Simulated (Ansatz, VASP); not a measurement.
This is a calculation of AlP for Ansatz 0.2.0.

File input.yaml:

```yaml
crystal:
  lattice:
    - [0.0, 2.7435501949, 2.7435501949]
    - [2.7435501949, 0.0, 2.7435501949]
    - [2.7435501949, 2.7435501949, 0.0]
  atoms:
    - { symbol: P, position: [0.75, 0.75, 0.75] }
    - { symbol: Al, position: [0.0, 0.0, 0.0] }
hamiltonian:
  xc: pbe
  pseudopotentials: { kind: paw }
kpoints:
  mp_grid: { grid: [8, 8, 8] }
scf:
  occupations: { method: fermi_dirac, width: 0.05 }
output:
  forces: true
  stress: true
  eigenvalues: true
```

Potentials or basis: Ansatz PAW.

Run with:

```sh
$ ansatz run input.yaml --threads 1 --pin off --max-ram 3584MiB --backend cpu --events-out ev --progress --plain --runs-dir out
```

Problem. Set up the same calculation for VASP 6.6.1. Potentials there: VASP PAW PBE potentials, release 64 (P, Al).

Solution. As run (the cutoff follows the program's own potentials):

File INCAR:

```
PREC = Accurate
ENCUT = 520
EDIFF = 1E-7
ISMEAR = -1
SIGMA = 0.05
LREAL = False
LASPH = True
NELM = 100
ALGO = Normal
ISIF = 2
LWAVE = False
LCHARG = False
GGA = PE
NBANDS = 11
```

Contents of KPOINTS:

```
Automatic mesh
0
Gamma
  8 8 8
```

POSCAR

```
AlP
1.0
    0.0000000000      2.7435501949      2.7435501949
    2.7435501949      0.0000000000      2.7435501949
    2.7435501949      2.7435501949      0.0000000000
P Al
1 1
Direct
    0.7500000000      0.7500000000      0.7500000000
    0.0000000000      0.0000000000      0.0000000000
```

Potentials or basis: VASP PAW PBE potentials, release 64 (P, Al).

The run is started by

```bash
$ cat potpaw_PBE.64/P/POTCAR potpaw_PBE.64/Al/POTCAR > POTCAR
$ mpirun -np 1 vasp_std > vasp.out
```

Both were run:

|  | VASP | Ansatz | Ansatz less VASP |
| --- | --- | --- | --- |
| gap on the k mesh at the Fermi level (eV) | 1.61 | 1.61 | +0.002 |
| least direct gap on the mesh (eV) | 3.18 | 3.18 | +0.002 |
| pressure (GPa) | 0.9 | 1.0 | +0.10 |

With one functional, cell and mesh, what is left measures potentials, basis and numerics.

A k mesh can miss the band edges.
